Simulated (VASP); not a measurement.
Write the native input for VASP 6.6.1 that does the following.

* Task: single point
* Functional: PBEsol
* Potentials or basis: VASP PAW PBE potentials, release 64 (Be)
* Cutoff: 520 eV
* k mesh: 16 × 16 × 16
* Occupations: fermi-dirac, width 0.1 eV
* Spin: no spin polarisation
* Dipole correction: no
* Further INCAR settings: ALGO = Fast; EDIFF = 1e-07; NBANDS = 7

The structure of Be lies in POSCAR:

```
Be
1.0
    2.1360106739      0.0000000000      0.0000000000
    0.0000000000      2.1360106739      0.0000000000
    0.0000000000      0.0000000000      2.1360106739
Be
1
Direct
    0.0000000000      0.0000000000      0.0000000000
```

This isn't the form of Be at room conditions, which is hcp.

One way to write it, as run:

INCAR

```
SYSTEM = Be
PREC = Accurate
ENCUT = 520
EDIFF = 1E-7
ISMEAR = -1
SIGMA = 0.1
LREAL = .FALSE.
LASPH = .TRUE.
NELM = 100
ALGO = Fast
ISIF = 2
LWAVE = .FALSE.
LCHARG = .TRUE.
GGA = PS
LELF = .TRUE.
LVHAR = .TRUE.
NBANDS = 7
```

KPOINTS

```
Automatic mesh
0
G
  16 16 16
  0 0 0
```

Potentials or basis: VASP PAW PBE potentials, release 64 (Be).

Launch:

```bash
$ cat potpaw_PBE.64/Be/POTCAR > POTCAR
$ mpirun -np 1 vasp_std > vasp.out
```

Results of the run:

```yaml
Pressure: 3.8 GPa
Band_gap_on_the_k_mesh: none (metal or under the smearing width)
```

Caveat: the PAW data sets were made with another functional, which shifts forces and pressure a little.

It took 3.2 s on 1 thread of Intel(R) Xeon(R) Platinum 8488C (Sapphire Rapids) (shared host), peak memory 0.11 GiB.
